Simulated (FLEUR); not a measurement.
# Rh (Fm-3m) in FLEUR: notebook, part 2 of 2

FLEUR MaX-R8.1 (later development tree). The steps go on from the part before.

### 3 Equation of state, LDA, 12.85 Å³/atom (volume scaled by 0.94)

inp.xml reads:

```xml
<?xml version="1.0" encoding="UTF-8" standalone="no"?>
<fleurInput fleurInputVersion="0.39">
   <comment>
      Rh                                                                                                  
   </comment>
   <calculationSetup>
      <cutoffs Kmax="4.26" Gmax="13.2" GmaxXC="13.2" numbands="0"/>
      <scfLoop itmax="60" minDistance="0.00001" maxIterBroyd="15" imix="Anderson" alpha="0.05" precondParam="0.0" spinf="2.0" sdNocoIR="T"/>
      <coreElectrons ctail="T" frcor="F" kcrel="0" coretail_lmax="0"/>
      <xcFunctional name="vwn" relativisticCorrections="F"/>
      <magnetism jspins="1"/>
      <soc l_soc="F" theta="0.0" phi="0.0" spav="F"/>
      <expertModes spex="0" secvar="F"/>
      <geometryOptimization l_f="F" forcealpha="1.0" forcemix="BFGS" epsdisp="0.00001" epsforce="0.00001"/>
      <ldaU l_linMix="F" mixParam="0.05" spinf="1.0"/>
   </calculationSetup>
   <cell>
      <bzIntegration valenceElectrons="17.0" mode="hist" fermiSmearingEnergy="0.00183747">
         <kPointListSelection listName="default-1"/>
         <!-- k-points included here -->
         <xi:include xmlns:xi="http://www.w3.org/2001/XInclude" href="kpts.xml"> </xi:include>
      </bzIntegration>
      <!-- symmetry operations included here -->
      <xi:include xmlns:xi="http://www.w3.org/2001/XInclude" href="sym.xml"> </xi:include>
      <bulkLattice scale="0.9795861087">
         <bravaisMatrix>
            <row-1>    0.0000000000000000     3.5864167255721098     3.5864167255721098</row-1>
            <row-2>    3.5864167255721098     0.0000000000000000     3.5864167255721098</row-2>
            <row-3>    3.5864167255721098     3.5864167255721098     0.0000000000000000</row-3>
         </bravaisMatrix>
      </bulkLattice>
   </cell>
   <atomSpecies>
      <species name="Rhodium (Rh)" element="Rh" atomicNumber="45">
         <mtSphere radius="2.3" gridPoints="777" logIncrement="0.016"/>
         <atomicCutoffs lmax="9" lnonsphr="9"/>
         <electronConfig flipSpins="F">
            <coreConfig>(1s1/2) (2s1/2) (2p1/2) (2p3/2) (3s1/2) (3p1/2) (3p3/2) (3d3/2) (3d5/2)</coreConfig>
            <valenceConfig>(4s1/2) (4p1/2) (4p3/2) (5s1/2) (4d3/2) (4d5/2)</valenceConfig>
            <stateOccupation state="(5s1/2)" spinUp="0.500000" spinDown="0.500000"/>
            <stateOccupation state="(4d3/2)" spinUp="1.600000" spinDown="1.600000"/>
            <stateOccupation state="(4d5/2)" spinUp="2.400000" spinDown="2.400000"/>
         </electronConfig>
         <energyParameters s="5" p="5" d="4" f="4"/>
         <lo type="SCLO" l="0" n="4" eDeriv="0"/>
         <lo type="SCLO" l="1" n="4" eDeriv="0"/>
         <lo type="SCLO" l="1" n="4" eDeriv="1"/>
         <lo type="SCLO" l="2" n="4" eDeriv="2"/>
         <lo type="SCLO" l="3" n="4" eDeriv="2"/>
      </species>
   </atomSpecies>
   <atomGroups>
      <atomGroup species="Rhodium (Rh)">
         <relPos label="                   1">.0000000000 .0000000000 .0000000000</relPos>
         <force calculate="T" relaxXYZ="TTT"/>
      </atomGroup>
   </atomGroups>
   <output dos="F" band="F" slice="F">
      <checks vchk="F" cdinf="F"/>
      <bandDOS minEnergy="-.5*Htr" maxEnergy="0.5*Htr" sigma="0.015" storeEVData="T"/>
      <vacuumDOS vacdos="F" integ="F" star="F" nstars="0" locx1="0.0" locy1="0.0" locx2="0.0" locy2="0.0" nstm="0" tworkf="0.0"/>
      <unfoldingBand unfoldBand="F" supercellX="1" supercellY="1" supercellZ="1"/>
      <plotting iplot="0" polar="F">
         <plot TwoD="T" vec1="  1.0  0.0  0.0" vec2="  0.0  1.0  0.0" vec3="  0.0  0.0  1.0" zero="  0.0  0.0  0.0" file="plot"/>
      </plotting>
      <chargeDensitySlicing numkpt="0" minEigenval="0.0" maxEigenval="0.0" nnne="0" pallst="F"/>
      <specialOutput eonly="F"/>
      <moessbauerParams electricFieldGradient="T" isomerShift="T" coreHyperfine="T" valenceHyperfine="T"/>
      <magneticCircularDichroism mcd="F" energyLo="-10.0" energyUp="0.0"/>
   </output>
  <!-- We include the file relax.xml here to enable relaxations (see documentation) -->
  <xi:include xmlns:xi="http://www.w3.org/2001/XInclude" href="relax.xml"> <xi:fallback/> </xi:include>
</fleurInput>
```

Potentials or basis: all-electron, FLAPW.

Started as:

```bash
$ inpgen -f crystal.txt -profile fastHighL
$ # inp.xml edited to the form shown
$ fleur_MPI
```

What it wrote:

```text
Welcome to FLEUR        (www.flapw.de)
      MaX-Release 8.1          (www.max-centre.eu)

 ========== k-point set info ==========
 Selected k-point list: default-1
 k-point list type: mesh
 12 x 12 x 12
 Number of k points: 72

 ------------Calculation Setup---------------------------
 Number of MPI-tasks      :            1
 Number of PE/node        :            1
 Number of OMP-threads    :            1
 Most efficient MPI parallelization for:
           1           2           3           4           6           8           9          12          18          24          36          72
 Additional eigenvalue parallelization possible
 Number of basis functions:          160
 Approximate size of matrices (H+S) per k-point:         0.000 GB
 --------------------------------------------------------
 Iteration:     1   Distance:      19.07521688 me/bohr^3
 Iteration:     2   Distance:      16.80479198 me/bohr^3
 Iteration:     3   Distance:       6.01579810 me/bohr^3
 Iteration:     4   Distance:       3.90823019 me/bohr^3
 Iteration:     5   Distance:       1.44393502 me/bohr^3
 Iteration:     6   Distance:       0.28994165 me/bohr^3
 Iteration:     7   Distance:       0.07149764 me/bohr^3
 Iteration:     8   Distance:       0.00407218 me/bohr^3
 Iteration:     9   Distance:       0.00304332 me/bohr^3
 Iteration:    10   Distance:       0.00035951 me/bohr^3
 Iteration:    11   Distance:       0.00016837 me/bohr^3
 Iteration:    12   Distance:       0.00002156 me/bohr^3
 Iteration:    13   Distance:       0.00000663 me/bohr^3

 ********************************************************************
 Run finished successfully
 Stop message:
   all done
 ********************************************************************
```

out.xml (last iteration):

```text
<iteration numberForCurrentRun="   13" overallNumber="   13">
         <energyParameters units="Htr">
            <atomicEP atomType="1" spin="1" branch="5s" branchLowest="-2.28" branchHighest="2.54" value="0.3771196936"/>
            <atomicEP atomType="1" spin="1" branch="5p" branchLowest="-1.07" branchHighest="3.29" value="0.5021557330"/>
            <atomicEP atomType="1" spin="1" branch="4d" branchLowest="-10.33" branchHighest="0.78" value="0.4613618331"/>
            <atomicEP atomType="1" spin="1" branch="4f" branchLowest="-9.99" branchHighest="2.72" value="0.7899310510"/>
            <loAtomicEP atomType="1" spin="1" branch="4s" branchLowest="-21.16" branchHighest="-2.28" value="-2.3073472674"/>
            <loAtomicEP atomType="1" spin="1" branch="4p" branchLowest="-17.00" branchHighest="-1.07" value="-1.1341152660"/>
            <loAtomicEP atomType="1" spin="1" branch="4p" branchLowest="-17.00" branchHighest="-1.07" value="-1.1341152660"/>
            <loAtomicEP atomType="1" spin="1" branch="4d" branchLowest="-10.33" branchHighest="0.78" value="0.4576405245"/>
            <loAtomicEP atomType="1" spin="1" branch="4f" branchLowest="-9.99" branchHighest="2.72" value="0.7899329964"/>
         </energyParameters>
         <eigenvalues>
[... 63 lines left out ...]
            </sumOfEigenvalues>
            <densityCoulombPotentialIntegral value="-7647.1286185705"/>
            <densityEffectivePotentialIntegral value="-7825.3098617549"/>
            <chargeDenXCDenIntegral value="-134.4030119722"/>
            <FockExchangeEnergyValence value="0.0000000000"/>
            <FockExchangeEnergyCore value="0.0000000000"/>
            <atomTypeDependentContributions atomType="1">
               <electronNucleiInteractionDifferentMTs value="5776.7730657719"/>
               <MadelungTerm value="-28.2814492164"/>
            </atomTypeDependentContributions>
            <tkbTimesEntropy value="0.0002638833"/>
            <freeEnergy value="-4780.7260700851"/>
            <extrapolationTo0K value="-4780.7259381434"/>
         </totalEnergy>
         <densityConvergence units="me/bohr^3">
            <chargeDensity spin="1" distance="0.0000066276"/>
         </densityConvergence>
      </iteration>
```

Run time: 6.4 s. Hardware: 1 thread of Intel Xeon 6975P-C (Granite Rapids), shared host; peak memory 0.08 GiB.

What came out:

```
Free energy                                           : -130090.1836 eV
Band gap on the k mesh                                : none (metal or under the smearing width)
Valence electrons inside the program's atomic spheres : Rh 15.29 (radii Rh 2.3 bohr)
```

### 4 Equation of state, LDA, 13.12 Å³/atom (volume scaled by 0.96)

inp.xml: that of step 3 with these lines changed.

```diff
@@ -24,3 +24,3 @@
       <xi:include xmlns:xi="http://www.w3.org/2001/XInclude" href="sym.xml"> </xi:include>
-      <bulkLattice scale="0.9795861087">
+      <bulkLattice scale="0.9864848297">
          <bravaisMatrix>
```

Started as:

```bash
$ inpgen -f crystal.txt -profile fastHighL
$ # inp.xml edited to the form shown
$ fleur_MPI
```

Wall time 7.3 s (1 thread of Intel Xeon 6975P-C (Granite Rapids), shared host); peak memory 0.08 GiB.

It converged, with:

| Quantity | Value |
| --- | --- |
| Free energy | -130090.1934 eV |
| Band gap on the k mesh | none (metal or under the smearing width) |
| Valence electrons inside the program's atomic spheres | Rh 15.26 (radii Rh 2.3 bohr) |

### 5 Equation of state, LDA, 13.67 Å³/atom

inp.xml: that of step 4 with these lines changed.

```diff
@@ -24,3 +24,3 @@
       <xi:include xmlns:xi="http://www.w3.org/2001/XInclude" href="sym.xml"> </xi:include>
-      <bulkLattice scale="0.9864848297">
+      <bulkLattice scale="1.0000000000">
          <bravaisMatrix>
```

Started as:

```bash
$ inpgen -f crystal.txt -profile fastHighL
$ # inp.xml edited to the form shown
$ fleur_MPI
```

It took 7.2 s on 1 thread of Intel Xeon 6975P-C (Granite Rapids), shared host; peak memory 0.08 GiB.

The run converged. Its results:

- Free energy: -130090.1791 eV
- Band gap on the k mesh: none (metal or under the smearing width)
- Valence electrons inside the program's atomic spheres: Rh 15.19 (radii Rh 2.3 bohr)

### 6 Equation of state, LDA, 14.22 Å³/atom (volume scaled by 1.04)

inp.xml: that of step 5 with these lines changed.

```diff
@@ -24,3 +24,3 @@
       <xi:include xmlns:xi="http://www.w3.org/2001/XInclude" href="sym.xml"> </xi:include>
-      <bulkLattice scale="1.0000000000">
+      <bulkLattice scale="1.0131594038">
          <bravaisMatrix>
```

Potentials or basis: all-electron, FLAPW.

Started as:

```bash
$ inpgen -f crystal.txt -profile fastHighL
$ # inp.xml edited to the form shown
$ fleur_MPI
```

It took 8.5 s on 1 thread of Intel Xeon 6975P-C (Granite Rapids), shared host; peak memory 0.09 GiB.

The run converged. Its results:

```yaml
Free_energy: -130090.1280 eV
Band_gap_on_the_k_mesh: none (metal or under the smearing width)
Valence_electrons_inside_the_program's_atomic_spheres: Rh 15.14 (radii Rh 2.3 bohr)
```

### 7 Equation of state, LDA, 14.49 Å³/atom (volume scaled by 1.06)

inp.xml: that of step 6 with these lines changed.

```diff
@@ -24,3 +24,3 @@
       <xi:include xmlns:xi="http://www.w3.org/2001/XInclude" href="sym.xml"> </xi:include>
-      <bulkLattice scale="1.0131594038">
+      <bulkLattice scale="1.0196128224">
          <bravaisMatrix>
```

Started as:

```bash
$ inpgen -f crystal.txt -profile fastHighL
$ # inp.xml edited to the form shown
$ fleur_MPI
```

Run time: 8.9 s. Hardware: 1 thread of Intel Xeon 6975P-C (Granite Rapids), shared host; peak memory 0.09 GiB.

It converged, with:

```yaml
Free_energy: -130090.0914 eV
Band_gap_on_the_k_mesh: none (metal or under the smearing width)
Valence_electrons_inside_the_program's_atomic_spheres: Rh 15.11 (radii Rh 2.3 bohr)
```

### 8 Equation of state, LDA

This step only gathers the single runs of the series.

Results:

| Property | Result |
| --- | --- |
| Equilibrium volume | 13.21 Å³/atom |
| Bulk modulus | 319 GPa |
| Pressure derivative of the bulk modulus | 5.1 (rough: it moves with the points fitted) |

Energy against volume, from the lowest point:
```tsv
volume (Å³/atom)	energy (meV/atom)
12.851	9.72
13.125	0.00
13.671	14.27
14.218	65.39
14.492	101.96
```

### 9 Comparison with measurements

Step 8. A measured bulk modulus of Rh is 264 GPa (quoted in “Thermal equation of state of rhodium characterized by XRD in a resistively heated diamond anvil cell”, 2024, pmc:11535440); the calculated 319 GPa misses it by +21.0 %. The fit is for a static lattice scaled at fixed shape and fixed fractional positions.
